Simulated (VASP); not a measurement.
Set up this calculation in VASP 6.6.1, as the native input.

* Task: band structure
* Functional: TB-mBJ
* Potentials or basis: VASP PAW PBE potentials, release 64 (Cd, Se)
* Cutoff: 520 eV
* k mesh: 9 × 9 × 4
* Occupations: gaussian, width 0.03 eV
* Spin: no spin polarisation
* Further INCAR settings: ALGO = Normal; EDIFF = 1e-06; NBANDS = 26

CdSe (Cadmoselite):

```xyz
4
Lattice="4.3097 0.0000 0.0000 -2.1548 3.7323 0.0000 0.0000 0.0000 7.0352" Properties=species:S:1:pos:R:3 pbc="T T T"
Cd    0.0000    2.4882    0.0328
Cd    2.1548    1.2441    3.5504
Se    0.0000    2.4882    2.6757
Se    2.1548    1.2441    6.1933
```

The input as run:

POSCAR

```
CdSe                                    
1.0
    4.3096852295      0.0000000000      0.0000000000
   -2.1548426148      3.7322968911      0.0000000000
    0.0000000000      0.0000000000      7.0351851828
  Cd              Se            
     2     2
Direct
     0.3333333332999970    0.6666666667000030    0.0046653508420675
     0.6666666667000030    0.3333333332999970    0.5046653508420675
     0.3333333332999970    0.6666666667000030    0.3803346491579305
     0.6666666667000030    0.3333333332999970    0.8803346491579305
```

INCAR.step1

```
SYSTEM = CdSe
PREC     = Accurate       ! precision mode
ENCUT    = 520            ! plane-wave cutoff, eV
EDIFF    = 1E-5           ! SCF threshold, eV
ISMEAR   = 0              ! smearing method
SIGMA    = 0.03           ! smearing width, eV
LREAL    = .False.        ! projectors in reciprocal space
LASPH    = .True.         ! aspherical terms in the spheres
NELM     = 80             ! most SCF steps
ALGO     = Normal         ! electronic algorithm
ISIF     = 2              ! what is computed and relaxed
LWAVE    = .True.         ! write WAVECAR
LCHARG   = .False.        ! write CHGCAR
NBANDS   = 26             ! bands
KPAR     = 2            
GGA      = PE             ! functional
```

INCAR.step2

```
SYSTEM = CdSe
PREC     = Accurate       ! precision mode
ENCUT    = 520            ! plane-wave cutoff, eV
EDIFF    = 1E-6           ! SCF threshold, eV
ISMEAR   = 0              ! smearing method
SIGMA    = 0.03           ! smearing width, eV
LREAL    = .False.        ! projectors in reciprocal space
LASPH    = .True.         ! aspherical terms in the spheres
NELM     = 80             ! most SCF steps
ALGO     = Normal         ! electronic algorithm
ISIF     = 2              ! what is computed and relaxed
LWAVE    = .False.        ! write WAVECAR
LCHARG   = .False.        ! write CHGCAR
METAGGA  = MBJ            ! meta-GGA
NBANDS   = 26             ! bands
KPAR     = 2            
ISTART   = 1
```

KPOINTS

```
Automatic mesh
0
Gamma
  9 9 4
  0 0 0
```

KPOINTS_OPT

```
explicit points
168
Reciprocal
 0.0000000000  0.0000000000  0.0000000000 1
 0.0555555556  0.0000000000  0.0000000000 1
 0.1111111111  0.0000000000  0.0000000000 1
 0.1666666667  0.0000000000  0.0000000000 1
 0.2222222222  0.0000000000  0.0000000000 1
 0.2777777778  0.0000000000  0.0000000000 1
[... 160 lines left out ...]
 0.5000000000  0.0000000000  0.0391043700 1
 0.5000000000  0.0000000000 -0.0391043700 1
```

Potentials or basis: VASP PAW PBE potentials, release 64 (Cd, Se).

Command:

```sh
$ cat potpaw_PBE.64/Cd/POTCAR potpaw_PBE.64/Se/POTCAR > POTCAR
$ cp INCAR.step1 INCAR
$ mpirun -np 2 vasp_std > vasp.out
$ cp INCAR.step2 INCAR
$ mpirun -np 2 vasp_std > vasp.out
```

Results of the run:

The band gap on the k mesh is 2.00 eV, direct and the band gap along the path is 2.00 eV, direct.

Run time: 5 min on 2 MPI ranks on Intel(R) Xeon(R) Platinum 8559C (Emerald Rapids), on a shared host, peak memory 0.32 GiB a rank.
